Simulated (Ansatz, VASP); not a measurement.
# PtS2 in VASP and in Ansatz

```xyz
3
Lattice="3.5432 0.0000 0.0000 -1.7716 3.0685 0.0000 0.0000 0.0000 5.0388" Properties=species:S:1:pos:R:3 pbc="T T T"
Pt    0.0000    0.0000    0.0000
S     1.7716    1.0228    3.8950
S     0.0000    2.0457    1.1438
```

Alike in both runs: task relaxation of cell and atoms; functional PBE; k mesh 9 × 9 × 5; occupations fermi-dirac, width 0.05 eV; no spin polarisation.

|  | VASP | Ansatz |
| --- | --- | --- |
| version | VASP 6.6.1 | Ansatz 0.2.0 |
| potentials or method | VASP PAW PBE potentials, release 64 (Pt, S) | Ansatz PAW |
| plane-wave cutoff (eV) | 600 | 420 |
| valence electrons in the cell | 22 | 30 |

VASP gave:

| Item | Value |
| --- | --- |
| gap on the k mesh at the Fermi level, each at its own relaxed structure (eV) | 1.46 |
| relaxed volume (Å³/atom) | 22.74 |
| relaxed cell length with the largest relative difference (Å) | 6.158 |
| energy change over the relaxation (meV/atom) | -63 |

Question: Which values does Ansatz return?

Answer: gap on the k mesh at the Fermi level, each at its own relaxed structure (eV): 1.57; relaxed volume (Å³/atom): 23.99; relaxed cell length with the largest relative difference (Å): 6.496; energy change over the relaxation (meV/atom): -67.

One of these differences is far larger than is usual between the two programs; its cause wasn't traced. The two sets of potentials don't hold the same shells in valence.

Caveats: the volume moved by over 15 % at a fixed basis, so the end points are rough; spin-orbit coupling is left out, which moves the levels of the heavy elements; this functional lacks dispersion, which binds the layers, so the pressure and a relaxed spacing across them are unreliable, and here the layers came unbound; an odd mesh through Γ misses points on the zone boundary, where band edges often lie (VASP); the volume moved by +25 % from the deposited cell, more than functionals usually miss (VASP); odd divisions of the mesh miss points on the zone boundary, where band edges often lie, so the gap on the mesh can be too wide (Ansatz); the plane-wave basis is chosen anew once the cell has moved, so the energies of steps on either side of that aren't comparable (Ansatz). Zero-point motion and thermal expansion aren't in these numbers.
